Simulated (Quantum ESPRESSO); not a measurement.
Pt:

```
Pt
1.0
     0.00000    1.96090    1.96090
     1.96090    0.00000    1.96090
     1.96090    1.96090    0.00000
Pt
1
Direct
  0.00000 0.00000 0.00000
```

| Item | Value |
| --- | --- |
| Program | Quantum ESPRESSO 7.5 |
| Task | phonon dispersion |
| Functional | LDA |
| Potentials or basis | JTH 2.0 LDA |
| Cutoff | 490 eV |
| Density cutoff | 2939 eV |
| k mesh | 12 × 12 × 12 |
| Occupations | cold, width 0.136 eV |
| Spin | no spin polarisation |
| Form of the LDA correlation | PW92 |
| Mixing beta | 0.5 |
| Most SCF iterations | 120 |
| SCF threshold | 2e-10 Ry |
| q mesh | 4 × 4 × 4 |

The cell and the atoms were relaxed first, to 14.78 Å³/atom (a = 2.755 Å, b = 2.755 Å, c = 2.755 Å, α = 60.00°, β = 60.00°, γ = 60.00°), and the response was taken there.

Q: Is this structure dynamically stable at this level, and how far does the spectrum reach?

A: Yes, as far as this q mesh shows: no mode on the path is imaginary. The highest frequency is 204 cm⁻¹.

Phonon frequencies at the corners of the path (cm⁻¹, interpolated; i marks imaginary ones):
```csv
point,frequencies
Γ,0 0 0
X,131 131 199
W,113 160 160
K,117 149 175
L,96 96 204
U,117 149 175
```

Harmonic thermodynamics per atom at this volume (zero-point energy 23.2 meV, Debye temperature from the second moment 245 K):
```
 T (K)  free energy (meV)  entropy (k_B)  heat capacity Cv (k_B)
    50               22.4           0.62                    1.24
   100               16.9           1.87                    2.28
   200               -7.5           3.65                    2.79
298.15              -43.5           4.79                    2.90
   500             -141.1           6.31                    2.96
   800             -323.8           7.71                    2.99
```

Phonon states per cell in windows of 10 cm⁻¹ (negative: imaginary):
```csv
from (cm⁻¹),total
0,0.00
10,0.01
20,0.02
30,0.04
40,0.06
50,0.08
60,0.10
70,0.13
80,0.18
90,0.29
100,0.34
110,0.29
120,0.22
130,0.19
140,0.15
150,0.09
160,0.10
170,0.29
180,0.32
190,0.11
200,0.01
```

Caveat: the cutoff is low for these files, which shifts pressure and relaxed volume.
